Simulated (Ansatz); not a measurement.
# TaN: changes ranked by their effect on the pressure

```xyz
2
Lattice="2.9380 0.0000 0.0000 -1.4690 2.5444 0.0000 0.0000 0.0000 2.8830" Properties=species:S:1:pos:R:3 pbc="T T T"
Ta    0.0000    1.6963    1.4415
N     0.0000    0.0000    0.0000
```

Atoms are numbered in the order listed.

The cell is COD entry 1538016, as deposited and not checked against the literature; nothing was relaxed.

All numbers below come from Ansatz 0.2.0, DFT, PBE, all-electron LAPW, scalar-relativistic.

Sampling and basis: a Γ-centred 12×12×10 k mesh, Fermi–Dirac smearing of 0.02 eV, basis error target 0.25 meV/atom, no spin polarisation.

Spin–orbit coupling is off unless a change turns it on.

In this reference run the pressure is 4.8 GPa (positive in compression). Each change below is made alone, on the same k mesh, with fractional coordinates held unless an atom is moved; x, y and z are the Cartesian axes.

**Question.** One change shifts the pressure by +15.6 GPa. Which?
A. spin-orbit coupling on
B. functional lda
C. no relativity
D. volume scaled by 1.02
E. z strained by -3 % at fixed volume
F. z strained by +4 % at fixed volume

**Answer.** C. The others give: z strained by +4 % at fixed volume, -0.8 GPa; functional lda, -16.4 GPa; z strained by -3 % at fixed volume, +1.7 GPa; volume scaled by 1.02, -6.7 GPa; spin-orbit coupling on, -0.3 GPa.
